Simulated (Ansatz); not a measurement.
System: spinel MgAl2O4. Method: revPBE (Ansatz, a program for electronic structure, plane waves, PAW).

Settings: plane-wave cutoff 520 eV, 8×8×8 k mesh, Fermi–Dirac smearing 0.01 eV, scalar-relativistic PAW data made under PBE.

Shape and atoms are relaxed at each volume.

Pressure at four volumes; x = ln(V/9.916 Å³). One pressure is withheld.

```
V (Å³/atom)        x  P (GPa)
-----------  -------  -------
9.519        -0.0409        ?
9.717        -0.0203     3.66
9.916         0.0000     0.01
10.312        0.0392    -6.27
```

Pass a parabola P(x) through the three rows shown, estimate the bulk modulus and its pressure derivative near zero pressure, and predict the withheld pressure.

Slopes between the rows: (0.01 − (3.66))/(0.0000 − (-0.0203)) = -179.80 and (-6.27 − (0.01))/(0.0392 − (0.0000)) = -160.20 GPa. Their difference over the span 0.0595 is c = 19.60/0.0595 = 329.4 GPa, so P(x) = 3.66 + (-179.80)(x − (-0.0203)) + 329.4 (x − (-0.0203))(x − (0.0000)). At the middle row B = −dP/dx = −[-179.80 + 329.4 × 0.0203] = 173.1 GPa, and B′ = dB/dP = 2c/B = 3.8. At x = -0.0409 the parabola gives 7.64 GPa; the run gives 7.70 GPa. The Birch–Murnaghan fit to the energies at all volumes has B0 = 173 GPa and B′ = 4.1.

Measured, for comparison: bulk modulus 195 GPa (300 K, copied from a table, unchecked, no zero-point or thermal correction; as tabulated in BurnMan's mineral tables). Computed (rounded) less measured: bulk modulus not scored (unchecked).

Note: the bulk modulus comes from volumes at which shape and atoms were relaxed.
